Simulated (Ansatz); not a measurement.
Crystal: SnO.

```
CELL_PARAMETERS angstrom
3.81370 0.00000 0.00000
0.00000 3.81370 0.00000
0.00000 0.00000 4.88691
ATOMIC_POSITIONS crystal
Sn 0.50000 0.00000 0.76463
Sn 0.00000 0.50000 0.23537
O 0.00000 0.00000 0.00000
O 0.50000 0.50000 0.00000
```

The cell is a database's computed one.

| Quantity | Value |
| --- | --- |
| Program | Ansatz 0.2.0 |
| Task | relaxation of cell and atoms |
| Functional | PBEsol |
| Dispersion | D4 |
| Potentials or basis | Ansatz PAW |
| Cutoff | 420 eV (not typed: the program's choice for these potentials) |
| k mesh | 7 × 7 × 6 |
| Occupations | fermi-dirac, width 0.05 eV |
| Spin | no spin polarisation |

At the start: volume 17.77 Å³/atom.

Question: Where does the relaxation end?

Answer: It ends after 9 steps and the volume is 16.49 Å³/atom (-7.2 %); space group P4/nmm (No. 129, to 0.05 Å).

The path:
| step | energy change (eV) | largest force (eV/Å) | volume (Å³) |
| --- | --- | --- | --- |
| 1 | 0.0000 | 0.0776 | 71.08 |
| 2 | -0.0404 | 0.4046 | 65.50 |
| 3 | -0.0455 | 0.2619 | 66.13 |
| 4 | -0.0500 | 0.0014 | 66.48 |
| 5 | -0.0506 | 0.0066 | 66.38 |
| 6 | -0.0506 | 0.0006 | 66.38 |
| 7 | -0.0406 | 0.0025 | 66.38 |
| 8 | -0.0424 | 0.0012 | 65.97 |
| 9 | -0.0412 | 0.0017 | 65.97 |

Final structure:
```
Sn O
1.0
     3.78157    0.00000    0.00000
     0.00000    3.78157    0.00000
     0.00000    0.00000    4.61302
Sn O
2 2
Direct
  0.50000 0.00000 0.74967
  0.00000 0.50000 0.25033
  0.00000 0.00000 0.00000
  0.50000 0.50000 0.00000
```

Caveat: the plane-wave basis is chosen anew once the cell has moved, so the energies of steps on either side of that aren't comparable; the pressure holds a Pulay correction of +0.5 GPa for the finite cutoff; the PAW data sets come from PBE, with cores solved anew for the run's functional, which leaves a small shift of forces and pressure.
